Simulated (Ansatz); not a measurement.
Field gradients of Al₂O₃ from run to run

Cell of run 1: a Materials Project structure (computed, not necessarily an observed phase), taken as it stands.

Space group Ia-3 (No. 206); a = 8.8753 Å.

```
site  Wyckoff  site symmetry       x       y       z
 Al1       8b           .-3.  0.7500  0.2500  0.2500
 Al2      24d            2..  0.7500  0.4622  0.5000
   O      48e              1  0.8862  0.6110  0.1597
```

One atom of each set is listed; the run and its k-mesh use a cell of 40 atoms with edges of 7.69, 7.69, 7.69 Å.

All runs are DFT with Ansatz 0.2.0 (plane waves and PAW, scalar-relativistic unless spin–orbit coupling is named, Γ-centred meshes, Fermi–Dirac smearing where given) in this cell.

Run 1: PBE, atoms as given; 420 eV, 4×4×4 k-points, smearing 0.02 eV.
Run 2: r2SCAN, atoms as given; 500 eV, 4×4×4 k-points, smearing 0.02 eV.
Run 3: PBE, gradients read without the response of the cores, atoms as given; 420 eV, 4×4×4 k-points, smearing 0.02 eV.

```json
{"run": "1", "Al1 V_zz (η)": "0.94 (0.00)", "Al2 V_zz (η)": "2.24 (0.48)", "O V_zz (η)": "-2.40 (0.37)"}
{"run": "2", "Al1 V_zz (η)": "0.92 (0.00)", "Al2 V_zz (η)": "2.19 (0.48)", "O V_zz (η)": "-2.50 (0.46)"}
{"run": "3", "Al1 V_zz (η)": "?", "Al2 V_zz (η)": "?", "O V_zz (η)": "?"}
```

V_zz in 10²¹ V/m².

(1) Estimate the row of run 3.

## Answers

(1) Al1: 1.04 (0.00); Al2: 2.26 (0.46); O: -2.46 (0.36). It lies nearest to run 1, from whose tensors on these sites it differs by 0.10 at most (largest principal value of the difference, on Al1). Taken one at a time, the functional (r2SCAN with its higher cutoff) moves the tensors on these sites by up to 0.18 (largest principal value of the change, on O), the response of the cores by 0.10 (Al1).

With these PAW files V_zz is typically within 2 to 3 % of all-electron values, but misses above 10 % occur on Al. The cell isn't the equilibrium one in runs 1, 3 (calculated pressure 8, 8 GPa), and the entry's cell may itself be off.
